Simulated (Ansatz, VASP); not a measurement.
**One calculation of Bi2TeSe2 (Skippenite), two programs**

```
Bi Te Se
1.0
     2.04880    1.18288    9.51407
    -2.04880    1.18288    9.51407
     0.00000   -2.36576    9.51407
Bi Te Se
2 1 2
Direct
  0.60194 0.60194 0.60194
  0.39806 0.39806 0.39806
  0.00000 0.00000 0.00000
  0.78840 0.78840 0.78840
  0.21160 0.21160 0.21160
```

Change from the starting cell: volume scaled by 0.94.

Alike in both runs: task single point; functional PBEsol; k mesh 7 × 7 × 7; occupations fermi-dirac, width 0.05 eV; no spin polarisation.

|  | VASP | Ansatz |
| --- | --- | --- |
| version | VASP 6.6.1 | Ansatz 0.2.0 |
| potentials or method | VASP PAW PBE potentials, release 64 (Bi_d, Te, Se) | Ansatz PAW |
| plane-wave cutoff (eV) | 520 | 420 |
| valence electrons in the cell | 48 | 78 |

VASP gave:

```
gap on the k mesh at the Fermi level (eV)       : 0.39
least direct gap on the mesh (eV)               : 0.39
pressure (GPa)                                  : 6.7
largest component of the traceless stress (GPa) : 0.35
rms of the force components (eV/Å)              : 0.699
```

What did Ansatz give for the same quantities?

gap on the k mesh at the Fermi level (eV): 0.38; least direct gap on the mesh (eV): 0.38; pressure (GPa): 6.6; largest component of the traceless stress (GPa): 0.34; rms of the force components (eV/Å): 0.701.

Atom by atom the forces differ by 0.006 eV/Å (rms over components). The two sets of potentials don't hold the same shells in valence.

Caveats: spin-orbit coupling is left out, which as a rule narrows the gap of such compounds by several tenths of an eV; the PAW data sets were made with another functional, which shifts forces and pressure a little (VASP); an odd mesh through Γ misses points on the zone boundary, where band edges often lie (VASP); odd divisions of the mesh miss points on the zone boundary, where band edges often lie, so the gap on the mesh can be too wide (Ansatz); the PAW data sets come from PBE, with cores solved anew for the run's functional, which leaves a small shift of forces and pressure (Ansatz); forces of over 1 eV/Å show positions far from the minimum, so gaps and moduli don't describe the material at rest (Ansatz).
